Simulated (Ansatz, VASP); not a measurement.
BiTe in VASP and in Ansatz

Contents of INCAR:

```
SYSTEM = BiTe
PREC     = Accurate       ! precision mode
ENCUT    = 520            ! plane-wave cutoff, eV
EDIFF    = 1E-7           ! SCF threshold, eV
ISMEAR   = -1             ! smearing method
SIGMA    = 0.1            ! smearing width, eV
LREAL    = .False.        ! projectors in reciprocal space
LASPH    = .True.         ! aspherical terms in the spheres
NELM     = 80             ! most SCF steps
ALGO     = Normal         ! electronic algorithm
ISIF     = 2              ! what is computed and relaxed
LWAVE    = .False.        ! write WAVECAR
LCHARG   = .False.        ! write CHGCAR
GGA      = PE             ! functional
NBANDS   = 18             ! bands
```

File KPOINTS:

```
Automatic mesh
0
Gamma
  6 6 6
  0 0 0
```

The input POSCAR:

```
BiTe
1.0
    0.0000000000      3.1801588970      3.1801588970
    3.1801588970      0.0000000000      3.1801588970
    3.1801588970      3.1801588970      0.0000000000
Bi Te
1 1
Direct
    0.0000000000      0.0000000000      0.0000000000
    0.5000000000      0.5000000000      0.5000000000
```

Input for Ansatz:

```yaml
crystal:
  lattice:
    - [0.0, 3.1801588970101915, 3.1801588970101915]
    - [3.1801588970101915, 0.0, 3.1801588970101915]
    - [3.1801588970101915, 3.1801588970101915, 0.0]
  atoms:
    - { symbol: Bi, position: [0.0, 0.0, 0.0] }
    - { symbol: Te, position: [0.5, 0.5, 0.5] }
basis:
  ecutwfc: 462.593566181796
kpoints:
  mp_grid:
    grid: [6, 6, 6]
hamiltonian:
  xc: pbe
scf:
  occupations:
    method: fermi_dirac
output:
  stress: true
```

Alike in both runs: task single point; functional PBE; k mesh 6 × 6 × 6; no spin polarisation.

|  | VASP | Ansatz |
| --- | --- | --- |
| version | VASP 6.6.1 | Ansatz 0.2.0 |
| potentials or method | VASP PAW PBE potentials, release 64 (Bi_d, Te) | plane waves, PAW |
| plane-wave cutoff (eV) | 520 | 463 |
| occupations | fermi-dirac, width 0.1 eV | fermi-dirac |
| valence electrons in the cell | 21 | 31 |

|  | VASP | Ansatz | Ansatz less VASP |
| --- | --- | --- | --- |
| pressure (GPa) | 3.7 | 3.8 | +0.05 |

The two sets of potentials don't hold the same shells in valence.
